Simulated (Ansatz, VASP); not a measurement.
# NaCl in VASP and in Ansatz

File INCAR:

```
PREC     = Accurate       # precision mode
ENCUT    = 520            # plane-wave cutoff, eV
EDIFF    = 1E-6           # SCF threshold, eV
ISMEAR   = 0              # smearing method
SIGMA    = 0.05           # smearing width, eV
LREAL    = False          # projectors in reciprocal space
LASPH    = True           # aspherical terms in the spheres
NELM     = 100            # most SCF steps
ALGO     = Normal         # electronic algorithm
ISIF     = 2              # what is computed and relaxed
LWAVE    = False          # write WAVECAR
LCHARG   = True           # write CHGCAR
GGA      = PE             # functional
LELF     = True           # ELF
LVHAR    = True         
NBANDS   = 14             # bands
```

File KPOINTS:

```
Automatic mesh
0
Gamma
  6 6 6
```

The input POSCAR:

```
NaCl
1.0
    3.5021900000      0.0000000000      0.0000000000
    0.0000000000      3.5021900000      0.0000000000
    0.0000000000      0.0000000000      3.5021900000
Na Cl
1 1
Direct
    0.0000000000      0.0000000000      0.0000000000
    0.4711505381      0.4711505381      0.4711505381
```

Input for Ansatz:

```yaml
crystal:
  lattice:
    - [3.50219, 0.0, 0.0]
    - [0.0, 3.50219, 0.0]
    - [0.0, 0.0, 3.50219]
  atoms:
    - { symbol: Na, position: [0.0, 0.0, 0.0] }
    - { symbol: Cl, position: [0.4711505381, 0.4711505381, 0.4711505381] }
basis:
  ecutwfc: 420
kpoints:
  mp_grid: { grid: [6, 6, 6] }
hamiltonian:
  xc: pbe
scf:
  occupations: { method: gaussian, width: 0.05 }
output:
  forces: true
  stress: true
  eigenvalues: true
```

Change from the starting cell: all Cl atoms moved +0.175 Å, as atom 2 towards its neighbour atom 1 (Na) at 3.033 Å.

Alike in both runs: task single point; functional PBE; k mesh 6 × 6 × 6; occupations gaussian, width 0.05 eV; no spin polarisation.

|  | VASP | Ansatz |
| --- | --- | --- |
| version | VASP 6.6.1 | Ansatz 0.2.0 |
| potentials or method | VASP PAW PBE potentials, release 64 (Na_pv, Cl) | scalar-relativistic, plane waves, PAW |
| plane-wave cutoff (eV) | 520 | 420 |
| valence electrons in the cell | 14 | 16 |

VASP gave:

```
gap on the k mesh at the Fermi level (eV)       : 3.99
least direct gap on the mesh (eV)               : 4.48
pressure (GPa)                                  : 0.3
largest component of the traceless stress (GPa) : 0.16
rms of the force components (eV/Å)              : 0.042
```

Q: Estimate Ansatz's values.

A: gap on the k mesh at the Fermi level (eV): 4.00; least direct gap on the mesh (eV): 4.48; pressure (GPa): 0.3; largest component of the traceless stress (GPa): 0.16; rms of the force components (eV/Å): 0.042.

Atom by atom the forces differ by 0.001 eV/Å (rms over components). The functional is the same, so the differences come from potentials, cutoffs and numerics. The two sets of potentials don't hold the same shells in valence.

A k mesh can miss the band edges.
